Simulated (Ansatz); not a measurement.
**Rh under changes of volume**

One of the cells (13.671 Å³/atom); the others are scaled copies at fixed shape and fractional positions:

```
CELL_PARAMETERS angstrom
0.00000 1.89785 1.89785
1.89785 0.00000 1.89785
1.89785 1.89785 0.00000
ATOMIC_POSITIONS crystal
Rh 0.00000 0.00000 0.00000
```

| Item | Value |
| --- | --- |
| Program | Ansatz 0.2.0 |
| Functional | LDA |
| Potentials or basis | all-electron LAPW, scalar-relativistic |
| Cutoff | 278 eV (chosen from the basis error) |
| Basis error allowed | 0.001 eV/atom |
| k mesh | 12 × 12 × 12 |
| Occupations | fermi-dirac, width 0.05 eV |
| Spin | no spin polarisation |

```tsv
volume (Å³/atom)	energy over the lowest point (meV/atom)	pressure (GPa)
12.851	9.90	9.6
13.125	0.00	2.3
13.398	1.87	-4.2
13.671	?	?
13.945	35.54	-14.9
14.218	65.01	-19.3
14.492	101.55	-23.2
```

**Question.** What does the run at 13.671 Å³/atom give?

**Answer.** Energy over the lowest point 14.13 meV/atom; pressure -9.9 GPa.

Worked out: A Birch-Murnaghan fit of order 3 (a polynomial in V^(-2/3)) to the other rows has its minimum at 13.21 Å³/atom with B0 = V·E''(V) = 320 GPa and B' = 5.2. It gives 14.12 meV/atom at 13.671 Å³/atom, against the run's 14.13, and -dE/dV = -10.0 GPa, against -9.9.

Energies are extrapolated to zero smearing.
